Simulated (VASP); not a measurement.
# Al2Au (Fm-3m) in VASP: notebook, part 2 of 2

VASP 6.6.1. The steps go on from the part before.

**4. Relaxation of cell and atoms, PBEsol**

Input file INCAR:

```
SYSTEM = Al2Au
PREC = Accurate ; ENCUT = 600
EDIFF = 1E-6 ; ISMEAR = -1
SIGMA = 0.05 ; LREAL = .False.
LASPH = .True. ; NELM = 80
ALGO = Normal ; ISIF = 3
LWAVE = .False. ; LCHARG = .False.
GGA = PS ; IBRION = 2
NSW = 60 ; EDIFFG = -0.02
```

Input file KPOINTS:

```
regular mesh
0
Gamma
  8 8 8
  0 0 0
```

Input file POSCAR:

```
Al2Au
1.0
    0.0000000000      3.0000000000      3.0000000000
    3.0000000000      0.0000000000      3.0000000000
    3.0000000000      3.0000000000      0.0000000000
Au Al
1 2
Direct
    0.0000000000      0.0000000000      0.0000000000
    0.7500000000      0.7500000000      0.7500000000
    0.2500000000      0.2500000000      0.2500000000
```

Potentials or basis: VASP PAW PBE potentials, release 64 (Au, Al).

Launch:

```bash
cat potpaw_PBE.64/Au/POTCAR potpaw_PBE.64/Al/POTCAR > POTCAR
mpirun -np 1 vasp_std > vasp.out
```

OUTCAR:

```text
SYSTEM = Al2Au
   PREC = Accurate
   ENCUT = 600
   EDIFF = 1E-6
   ISMEAR = -1
   LREAL = .False.
   LASPH = .True.
   NELM = 80
   ISIF = 3
   GGA = PS
   IBRION = 2
   NSW = 60
   EDIFFG = -0.02

 ion  position               nearest neighbor table
   1  0.000  0.000  0.000-   2 2.60   2 2.60   2 2.60   2 2.60   3 2.60   3 2.60   3 2.60   3 2.60

   2  0.750  0.750  0.750-   1 2.60   1 2.60   1 2.60   1 2.60   3 3.00   3 3.00   3 3.00   3 3.00
                             3 3.00   3 3.00
   3  0.250  0.250  0.250-   1 2.60   1 2.60   1 2.60   1 2.60   2 3.00   2 3.00   2 3.00   2 3.00
                             2 3.00   2 3.00

  LATTYP: Found a face centered cubic cell.
 ALAT       =     6.0000000000

  Lattice vectors:

 A1 = (   0.0000000000,   3.0000000000,   3.0000000000)
 A2 = (   3.0000000000,   0.0000000000,   3.0000000000)
 A3 = (   3.0000000000,   3.0000000000,   0.0000000000)

Analysis of symmetry for initial positions (statically):
=====================================================================
 Subroutine PRICEL returns:
 Original cell was already a primitive cell.

 Routine SETGRP: Setting up the symmetry group for a
 face centered cubic supercell.

 Subroutine GETGRP returns: Found 48 space group operations
 (whereof 48 operations were pure point group operations)
 out of a pool of 48 trial point group operations.

The static configuration has the point symmetry O_h .

Analysis of symmetry for dynamics (positions and initial velocities):
=====================================================================
 Subroutine PRICEL returns:
 Original cell was already a primitive cell.

 Routine SETGRP: Setting up the symmetry group for a
 face centered cubic supercell.

 Subroutine GETGRP returns: Found 48 space group operations
 (whereof 48 operations were pure point group operations)
 out of a pool of 48 trial point group operations.

The dynamic configuration has the point symmetry O_h .
[... 131 lines left out ...]
   LRPA    =     F    only Hartree local field effects (RPA)
 conjugate gradient relaxation of ions
 non-spin polarized calculation
  energy-cutoff  :      600.00
  volume of cell :       54.00
 maximum number of plane-waves:      1826
 NGX is ok and might be reduce to    36
   NGX = 17   NGY = 17   NGZ = 17

 number of electron      17.0000001 magnetization

 Free energy of the ion-electron system (eV)
  ---------------------------------------------------
  ext. energy  EPLUGINS =         0.00000000
  ---------------------------------------------------
  free energy    TOTEN  =       -13.48721196 eV

  energy without entropy =      -13.47866302  energy(sigma->0) =      -13.48293749

 E-fermi :   7.6887     XC(G=0): -10.6397

 val. band max:        7.6762809300   @ k =  -0.1250   0.1250   0.0000
 cond. band min:       7.7113266145   @ k =   0.3750   0.1250   0.0000
 fundamental gap:      0.0350456845
 Fermi energy:         7.6886854439

 k-point     1 :       0.0000    0.0000    0.0000
  band No.  band energies     occupation
      1      -2.8747      2.00000
      2       1.0810      2.00000
      3       1.0810      2.00000
      4       1.0810      2.00000
      5       2.0416      2.00000
      6       2.0416      2.00000
      7       9.9629      0.00000
      8      10.6135      0.00000
      9      10.6135      0.00000
     10      10.6135      0.00000
     11      11.6172      0.00000
     12      11.6172      0.00000
[... 331 lines left out ...]
 k-point    24 :      -0.3750    0.2500    0.1250
  band No.  band energies     occupation
      1      -0.2919      2.00000
      2       0.8202      2.00000
      3       1.4311      2.00000
      4       1.5565      2.00000
      5       1.9629      2.00000
      6       2.2226      2.00000
      7       2.7674      2.00000
      8       5.6175      2.00000
      9       6.8615      2.00000
     10      10.6110      0.00000
     11      11.5634      0.00000
     12      13.5896      0.00000

 [... further k-points ...]

------------------------ aborting loop because EDIFF is reached ----------------------------------------

  FORCE on cell =-STRESS in cart. coord.  units (eV):
  Direction    XX          YY          ZZ          XY          YZ          ZX
  --------------------------------------------------------------------------------------
  -------------------------------------------------------------------------------------
  Total       -0.0252396     -0.0252396     -0.0252396     -0.0000000     -0.0000000      0.0000000
  in kB       -0.7488579     -0.7488579     -0.7488579     -0.0000000     -0.0000000      0.0000000
  external PRESSURE =      -0.7488579 kB  Pullay stress =       0.0000000 kB

 VOLUME and BASIS-vectors are now :
 -----------------------------------------------------------------------------
  energy-cutoff  :      600.00
  volume of cell :       54.00
      direct lattice vectors                 reciprocal lattice vectors
     0.000000000  3.000000000  3.000000000    -0.166666667  0.166666667  0.166666667
     3.000000000  0.000000000  3.000000000     0.166666667 -0.166666667  0.166666667
     3.000000000  3.000000000  0.000000000     0.166666667  0.166666667 -0.166666667

 POSITION                                       TOTAL-FORCE (eV/Angst)
 -----------------------------------------------------------------------------------
      0.00000      0.00000      0.00000        -0.000000      0.000000     -0.000000
      4.50000      4.50000      4.50000         0.000000      0.000000      0.000000
      1.50000      1.50000      1.50000        -0.000000     -0.000000     -0.000000
 -----------------------------------------------------------------------------------
    total drift:                               -0.000000      0.000000      0.000000

  FREE ENERGIE OF THE ION-ELECTRON SYSTEM (eV)
  ---------------------------------------------------
  free  energy   TOTEN  =       -13.4872119567 eV

  energy  without entropy=      -13.4786630226  energy(sigma->0) =      -13.48293749

 reached required accuracy - stopping structural energy minimisation
```

CONTCAR:

```text
Al2Au
   1.00000000000000
     0.0000000000000000    3.0000000000000000    3.0000000000000000
     3.0000000000000000    0.0000000000000000    3.0000000000000000
     3.0000000000000000    3.0000000000000000    0.0000000000000000
  Au              Al
     1     2
Direct
     0.0000000000000000    0.0000000000000000    0.0000000000000000
     0.7500000000000000    0.7500000000000000    0.7500000000000000
     0.2500000000000000    0.2500000000000000    0.2500000000000000

  0.00000000E+00  0.00000000E+00  0.00000000E+00
  0.00000000E+00  0.00000000E+00  0.00000000E+00
  0.00000000E+00  0.00000000E+00  0.00000000E+00
```

It took 21 s on 1 thread of Intel Xeon Platinum 8488C (Sapphire Rapids), shared host; peak memory 0.21 GiB.

Results:

```yaml
Free_energy: -13.4872 eV
Pressure_after_relaxing: -0.1 GPa
Band_gap_on_the_k_mesh: none (metal or under the smearing width)
```

Final structure:
```yaml
crystal:
  lattice:
    - [0.00000, 3.00000, 3.00000]
    - [3.00000, 0.00000, 3.00000]
    - [3.00000, 3.00000, 0.00000]
  atoms:
    - { symbol: Au, position: [0.00000, 0.00000, 0.00000] }
    - { symbol: Al, position: [0.75000, 0.75000, 0.75000] }
    - { symbol: Al, position: [0.25000, 0.25000, 0.25000] }
```

Levels at points of the mesh, in eV from the Fermi level:
```csv
k point,band 5,band 6,band 7,band 8,band 9,band 10,band 11,band 12
"(0.00, 0.00, 0.00)",-5.65,-5.65,2.27,2.92,2.92,2.92,3.93,3.93
"(0.50, 0.00, 0.00)",-5.53,-5.53,-5.47,0.36,0.36,3.26,3.60,3.82
"(0.50, 0.50, 0.00)",-5.80,-5.34,-5.04,-2.11,-2.11,1.29,2.03,7.66
```

Caveat: the relaxation stopped at its first step, so nothing moved; the PAW data sets were made with another functional, which shifts forces and pressure a little.

**5. Relaxation of cell and atoms, PBE+D3(BJ)**

Input file INCAR:

```
SYSTEM = Al2Au
PREC = Accurate
ENCUT = 600
EDIFF = 1E-7
ISMEAR = -1
SIGMA = 0.05
LREAL = .FALSE.
LASPH = .TRUE.
NELM = 80
ALGO = Normal
ISIF = 3
LWAVE = .FALSE.
LCHARG = .FALSE.
GGA = PE
IVDW = 12
IBRION = 2
NSW = 60
EDIFFG = -0.01
```

Input file KPOINTS:

```
regular mesh
0
G
  8 8 8
  0 0 0
```

POSCAR is that of step 4.

Launch:

```bash
cat potpaw_PBE.64/Au/POTCAR potpaw_PBE.64/Al/POTCAR > POTCAR
mpirun -np 1 vasp_std > vasp.out
```

Wall time 30 s (1 thread of Intel Xeon Platinum 8488C (Sapphire Rapids), shared host); peak memory 0.22 GiB.

It converged, with:

| Quantity | Value |
| --- | --- |
| Free energy | -13.2259 eV |
| Relaxed volume | 17.88 Å³/atom |
| Relaxed cell | a = 4.233 Å, b = 4.233 Å, c = 4.233 Å, α = 60.00°, β = 60.00°, γ = 60.00° |
| Space group after relaxing (to 0.05 Å) | Fm-3m (No. 225) |
| Energy gained by relaxing | 0.3 meV/atom |
| Ionic steps | 3 |
| Pressure after relaxing | 0.0 GPa |
| Band gap on the k mesh | none (metal or under the smearing width) |
| Dispersion energy per atom | -0.405 eV |

The path:
| step | energy change (eV) | largest force (eV/Å) | pressure (GPa) | volume (Å³) |
| --- | --- | --- | --- | --- |
| 1 | 0.0000 | 0.0000 | -0.74 | 54.00 |
| 2 | -0.0002 | 0.0000 | 0.65 | 53.35 |
| 3 | -0.0008 | 0.0000 | 0.00 | 53.65 |

Final structure:
```cif
data_structure
_symmetry_space_group_name_H-M 'P 1'
_symmetry_Int_Tables_number 1
_cell_length_a 4.2333
_cell_length_b 4.2333
_cell_length_c 4.2333
_cell_angle_alpha 60.000
_cell_angle_beta 60.000
_cell_angle_gamma 60.000
_cell_volume 53.65
loop_
_atom_site_label
_atom_site_type_symbol
_atom_site_fract_x
_atom_site_fract_y
_atom_site_fract_z
_atom_site_occupancy
Au1 Au 0.00000 0.00000 0.00000 1
Al1 Al 0.75000 0.75000 0.75000 1
Al2 Al 0.25000 0.25000 0.25000 1
```

Levels at points of the mesh, in eV from the Fermi level:
```csv
k point,band 7,band 8,band 9,band 10,band 11,band 12
"(0.00, 0.00, 0.00)",2.28,2.96,2.96,2.96,3.93,3.93
"(0.50, 0.00, 0.00)",-5.48,0.35,0.35,3.30,3.65,3.83
"(0.50, 0.50, 0.00)",-5.05,-2.13,-2.13,1.30,2.10,7.64
```

Caveat: pairwise dispersion overbinds metals, which lowers pressure and volume.

**6. For comparison**

An earlier run on the cell as given: functional PBEsol; potentials or basis VASP PAW PBE potentials, release 64 (Au, Al); cutoff 520 eV; k mesh 8 × 8 × 8; occupations fermi-dirac, width 0.05 eV; no spin polarisation.

- Pressure: -0.1 GPa
- Band gap on the k mesh: none (metal or under the smearing width)

**7. The runs side by side**

| task | level | potentials or basis | cell | cutoff (eV) | ladder | gap on the mesh (eV) | pressure (GPa) | relaxed volume (Å³/atom) |
| --- | --- | --- | --- | --- | --- | --- | --- | --- |
| relaxation of cell and atoms | LDA | VASP PAW LDA potentials, release 64 (Au, Al) | relaxed | 600 | gaps | none | 0.0 | 17.63 |
| relaxation of cell and atoms | r2SCAN | VASP PAW PBE potentials, release 64 (Au, Al) | relaxed | 600 | gaps | none | 0.0 | 18.02 |
| relaxation of cell and atoms | PBEsol | VASP PAW PBE potentials, release 64 (Au, Al) | relaxed | 600 | gaps | none | -0.1 | - |
| relaxation of cell and atoms | PBE+D3(BJ) | VASP PAW PBE potentials, release 64 (Au, Al) | relaxed | 600 | gaps | none | 0.0 | 17.88 |
| single point | PBEsol | VASP PAW PBE potentials, release 64 (Au, Al) | as given | 520 | free | none | -0.1 | - |

Alike in all rows: no spin polarisation; k mesh 8 × 8 × 8; smearing fermi-dirac 0.05 eV.

Caveats: the PAW data sets were made with another functional, which shifts forces and pressure a little (some runs); the relaxation stopped at its first step, so nothing moved (some runs); pairwise dispersion overbinds metals, which lowers pressure and volume (some runs).

Total energies depend on the potentials used, so only differences within one code and one set of settings carry meaning.
